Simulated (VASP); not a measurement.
# Te2Mo (P2_1/m) in VASP: a series of runs, part 2 of 2

VASP 6.6.1.

## (3) Phonons, PBE+D3(BJ)

This run uses another cell than the first one, of 24.24 Å³/atom, 1.009 times its volume.

File POSCAR:

```
Te2Mo
1.0
    6.3428797698      0.0000000000      0.0239052711
    0.0000000000      3.4691224340      0.0000000000
   -0.8987034186      0.0000000000     13.2155654142
  Te              Mo
     8     4
Direct
     0.5593712200156885    0.7500000000000000    0.3447363727148549
     0.4406287799843114    0.2500000000000000    0.6552636272851451
     0.5864595029059729    0.2500000000000000    0.1067690764354705
     0.4135404970940270    0.7500000000000000    0.8932309235645292
     0.0940815491739932    0.7500000000000000    0.1556839027506808
     0.9059184508260070    0.2500000000000000    0.8443160972493190
     0.0554633132666323    0.2500000000000000    0.3928899901815396
     0.9445366867333675    0.7500000000000000    0.6071100098184604
     0.3194857668073347    0.7500000000000000    0.5062740776504076
     0.6805142331926651    0.2500000000000000    0.4937259223495926
     0.1827285287749035    0.2500000000000000    0.0076564820592559
     0.8172714712250965    0.7500000000000000    0.9923435179407442
```

File INCAR.step1:

```
SYSTEM = Te2Mo
ALGO = Normal
EDIFF = 1E-8
EDIFFG = -0.002
ENCUT = 600
GGA = PE
IBRION = 2
ISIF = 3
ISMEAR = 0
IVDW = 12
KPAR = 4
LASPH = .True.
LCHARG = .False.
LREAL = .False.
LWAVE = .False.
NELM = 80
NSW = 40
PREC = Accurate
SIGMA = 0.03
```

File INCAR.step2:

```
SYSTEM = Te2Mo
ALGO = Normal
EDIFF = 1E-8
ENCUT = 600
GGA = PE
IBRION = 6
ISIF = 2
ISMEAR = 0
IVDW = 12
KPAR = 4
LASPH = .True.
LCHARG = .False.
LREAL = .False.
LWAVE = .False.
NELM = 80
NFREE = 2
NSW = 1
POTIM = 0.015
PREC = Accurate
SIGMA = 0.03
```

File KPOINTS:

```
k-points
0
Gamma
  4 8 2
  0 0 0
```

Potentials or basis: VASP PAW PBE potentials, release 64 (Te, Mo_sv).

Launch:

```console
> cat potpaw_PBE.64/Te/POTCAR potpaw_PBE.64/Mo_sv/POTCAR > POTCAR
> cp INCAR.step1 INCAR
> mpirun -np 4 vasp_std > vasp.out
> cp CONTCAR POSCAR
> cp INCAR.step2 INCAR
> mpirun -np 4 vasp_std > vasp.out
```

OUTCAR:

```text
SYSTEM = Te2Mo
   EDIFF = 1E-8
   ENCUT = 600
   GGA = PE
   IBRION = 6
   ISIF = 2
   ISMEAR = 0
   IVDW = 12
   LASPH = .True.
   LREAL = .False.
   NELM = 80
   NFREE = 2
   NSW = 1
   POTIM = 0.015
   PREC = Accurate
 IVDW          = 12

 ion  position               nearest neighbor table
   1  0.559  0.750  0.345-  10 2.70  10 2.70   9 2.70   3 3.61   3 3.61   7 3.61   7 3.61
   2  0.441  0.250  0.655-   9 2.70   9 2.70  10 2.70   4 3.61   4 3.61   8 3.61   8 3.61
   3  0.586  0.250  0.107-  12 2.78  12 2.78  11 2.80   4 3.44   4 3.44   1 3.61   1 3.61   5 3.67
                             5 3.67   5 3.68   5 3.68
   4  0.414  0.750  0.893-  11 2.78  11 2.78  12 2.80   3 3.44   3 3.44   2 3.61   2 3.61   6 3.67
                             6 3.67   6 3.68   6 3.68
   5  0.094  0.750  0.156-  12 2.70  11 2.70  11 2.70   7 3.61   7 3.61   3 3.67   3 3.67   3 3.68
                             3 3.68
   6  0.906  0.250  0.844-  11 2.70  12 2.70  12 2.70   8 3.61   8 3.61   4 3.67   4 3.67   4 3.68
                             4 3.68
   7  0.055  0.250  0.393-   9 2.78   9 2.78  10 2.80   8 3.44   8 3.44   5 3.61   5 3.61   1 3.61
                             1 3.61
   8  0.945  0.750  0.607-  10 2.78  10 2.78   9 2.80   7 3.44   7 3.44   6 3.61   6 3.61   2 3.61
                             2 3.61
   9  0.319  0.750  0.506-   2 2.70   2 2.70   1 2.70   7 2.78   7 2.78   8 2.80  10 2.89  10 2.89

  10  0.681  0.250  0.494-   1 2.70   1 2.70   2 2.70   8 2.78   8 2.78   7 2.80   9 2.89   9 2.89

  11  0.183  0.250  0.008-   6 2.70   5 2.70   5 2.70   4 2.78   4 2.78   3 2.80  12 2.89  12 2.89

  12  0.817  0.750  0.992-   5 2.70   6 2.70   6 2.70   3 2.78   3 2.78   4 2.80  11 2.89  11 2.89

  LATTYP: Found a simple monoclinic cell.
 ALAT       =     6.3428077563
 B/A-ratio  =     0.5469705619
 C/A-ratio  =     2.0881259422
 COS(beta)  =    -0.0641203030

  Lattice vectors:

 A1 = (   6.3427630456,   0.0000000000,   0.0238155473)
 A2 = (   0.0000000000,   3.4693291225,   0.0000000000)
 A3 = (  -0.8988681138,   0.0000000000,  13.2140445420)

Analysis of symmetry for initial positions (statically):
=====================================================================
 Subroutine PRICEL returns:
 Original cell was already a primitive cell.

 Routine SETGRP: Setting up the symmetry group for a
 simple monoclinic supercell.

 Subroutine GETGRP returns: Found  4 space group operations
 (whereof  2 operations were pure point group operations)
 out of a pool of  4 trial point group operations.

The static configuration has the point symmetry S_2 .
 The point group associated with its full space group is C_2h.

Analysis of symmetry for dynamics (positions and initial velocities):
=====================================================================
 Subroutine PRICEL returns:
 Original cell was already a primitive cell.

 Routine SETGRP: Setting up the symmetry group for a
 simple monoclinic supercell.

 Subroutine GETGRP returns: Found  4 space group operations
 (whereof  2 operations were pure point group operations)
 out of a pool of  4 trial point group operations.

The dynamic configuration has the point symmetry S_2 .
 The point group associated with its full space group is C_2h.

 Subroutine INISYM returns: Found  4 space group operations
 (whereof  2 operations are pure point group operations),
 and found     1 'primitive' translations

[... 142 lines left out ...]
   IVDW    =    12    specifies the selected vdW correction
   LEPSILON=     F    determine dielectric tensor
   LRPA    =     F    only Hartree local field effects (RPA)
 finite differences with symmetry
 non-spin polarized calculation
 Gauss-broadening in eV      SIGMA  =   0.03
  energy-cutoff  :      600.00
  volume of cell :      290.85
 maximum number of plane-waves:      9752
 NGX is ok and might be reduce to    54
   NGX = 25   NGY = 13   NGZ = 53

--------------------------------------- Ionic step        1  -------------------------------------------

 number of electron     104.0000001 magnetization

 Free energy of the ion-electron system (eV)
  ---------------------------------------------------
  ext. energy  EPLUGINS =         0.00000000
  ---------------------------------------------------
  free energy    TOTEN  =       -71.59308118 eV

  energy without entropy =      -71.59113252  energy(sigma->0) =      -71.59210685

------------------------ aborting loop because EDIFF is reached ----------------------------------------

 Edisp (eV)   -6.62978

 E8    (eV) :    -3.0561
[... 135 lines left out ...]
  FREE ENERGIE OF THE ION-ELECTRON SYSTEM (eV)
  ---------------------------------------------------
  free  energy   TOTEN  =       -78.2221910678 eV

  energy  without entropy=      -78.2202683011  energy(sigma->0) =      -78.22122968

[... ionic steps 4 to 34 ...]

--------------------------------------- Ionic step       35  -------------------------------------------

 number of electron     104.0000000 magnetization

------------------------ aborting loop because EDIFF is reached ----------------------------------------
[... 95 lines left out ...]
--------------------------------------- Ionic step       37  -------------------------------------------

 number of electron     104.0000001 magnetization

 Free energy of the ion-electron system (eV)
  ---------------------------------------------------
  ext. energy  EPLUGINS =         0.00000000
  ---------------------------------------------------
  free energy    TOTEN  =       -71.59084355 eV

  energy without entropy =      -71.58894100  energy(sigma->0) =      -71.58989227

 E-fermi :   8.9156     XC(G=0): -10.6256

 val. band max:        8.8784077151   @ k =   0.2500   0.0000  -0.0000
 cond. band min:       8.9180044119   @ k =   0.0000   0.2500   0.5000
 fundamental gap:      0.0395966968
 Fermi energy:         8.9156412351

 k-point     1 :       0.0000    0.0000    0.0000
  band No.  band energies     occupation
      1     -52.2350      2.00000
      2     -52.1952      2.00000
      3     -52.1750      2.00000
      4     -52.1363      2.00000
      5     -26.5028      2.00000
      6     -26.4631      2.00000
[... 1549 lines left out ...]
     61      10.8312      0.00000
     62      10.8607      0.00000

 [... further k-points ...]

------------------------ aborting loop because EDIFF is reached ----------------------------------------

 Edisp (eV)   -6.62979

 E8    (eV) :    -3.0561
[... 35 lines left out ...]
  FREE ENERGIE OF THE ION-ELECTRON SYSTEM (eV)
  ---------------------------------------------------
  free  energy   TOTEN  =       -78.2206350432 eV

  energy  without entropy=      -78.2187325028  energy(sigma->0) =      -78.21968377

 INTERNAL STRAIN TENSORS FROM DISPLACED ATOMS
 ============================================

 INTERNAL STRAIN TENSOR FOR ION    1 for displacements in x,y,z  (eV/Angst):
          X           Y           Z          XY          YZ          ZX
  --------------------------------------------------------------------------------
  x    -3.74909     3.37492    -1.05002     0.00000     0.00000     8.57995
  y     0.00000     0.00000     0.00000     4.81734    10.98742     0.00000
  z     8.32061     9.81398    25.15127     0.00000     0.00000    -0.88972
[... 8 lines left out ...]
 INTERNAL STRAIN TENSOR FOR ION   12 for displacements in x,y,z  (eV/Angst):
          X           Y           Z          XY          YZ          ZX
  --------------------------------------------------------------------------------
  x    -1.38639     3.70914     7.47057     0.00000     0.00000     5.45745
  y     0.00000     0.00000     0.00000     0.19530    -5.78038     0.00000
  z     5.42257    -6.01239    -0.59624     0.00000     0.00000     7.73697

 Eigenvectors and eigenvalues of the dynamical matrix
   1 f  =    8.135474 THz    51.116688 2PiTHz  271.370187 cm-1    33.645600 meV
   2 f  =    8.061437 THz    50.651504 2PiTHz  268.900601 cm-1    33.339410 meV
   3 f  =    8.050316 THz    50.581627 2PiTHz  268.529637 cm-1    33.293417 meV
   4 f  =    8.001509 THz    50.274966 2PiTHz  266.901625 cm-1    33.091569 meV
   5 f  =    7.652684 THz    48.083231 2PiTHz  255.266057 cm-1    31.648943 meV
   6 f  =    7.028282 THz    44.159996 2PiTHz  234.438240 cm-1    29.066624 meV
[... 25 lines left out ...]
  32 f  =    1.180774 THz     7.419022 2PiTHz   39.386380 cm-1     4.883286 meV
  33 f  =    0.389838 THz     2.449426 2PiTHz   13.003605 cm-1     1.612241 meV
  34 f/i=    0.001316 THz     0.008268 2PiTHz    0.043895 cm-1     0.005442 meV
  35 f/i=    0.001752 THz     0.011009 2PiTHz    0.058447 cm-1     0.007246 meV
  36 f/i=    0.003075 THz     0.019322 2PiTHz    0.102575 cm-1     0.012718 meV

 ELASTIC MODULI CONTR FROM IONIC RELAXATION (kBar)
 Direction    XX          YY          ZZ          XY          YZ          ZX
 --------------------------------------------------------------------------------
 XX        -350.4536    -89.8393   -480.9634     -0.0000     -0.0000      5.9599
 YY         -89.8393   -306.2498   -455.3070     -0.0000     -0.0000    -24.1535
 ZZ        -480.9634   -455.3070  -1178.2625     -0.0000     -0.0000    -13.8295
 XY          -0.0000     -0.0000     -0.0000   -141.1540     -5.8625     -0.0000
 YZ          -0.0000     -0.0000     -0.0000     -5.8625   -529.4222      0.0000
 ZX           5.9599    -24.1535    -13.8295     -0.0000      0.0000   -714.4473
 --------------------------------------------------------------------------------
```

Run time: 73 min. Hardware: 4 MPI ranks of Intel Xeon 6975P-C (Granite Rapids), shared host; peak memory 1.1 GiB.

Results:

- Highest phonon frequency at Γ, LO-TO splitting left out: 271 cm⁻¹
- Dispersion energy per atom: -0.552 eV

Phonon frequencies in cm⁻¹ (negative: imaginary):
```
              q point                                                                                                                         frequencies
(0.000, 0.000, 0.000)  0 0 0 13 39 42 80 92 93 98 110 113 113 113 119 120 120 130 133 134 135 142 157 168 188 189 196 205 209 209 234 255 267 269 269 271
```

Spin-orbit coupling is left out, which matters for the levels of Te.
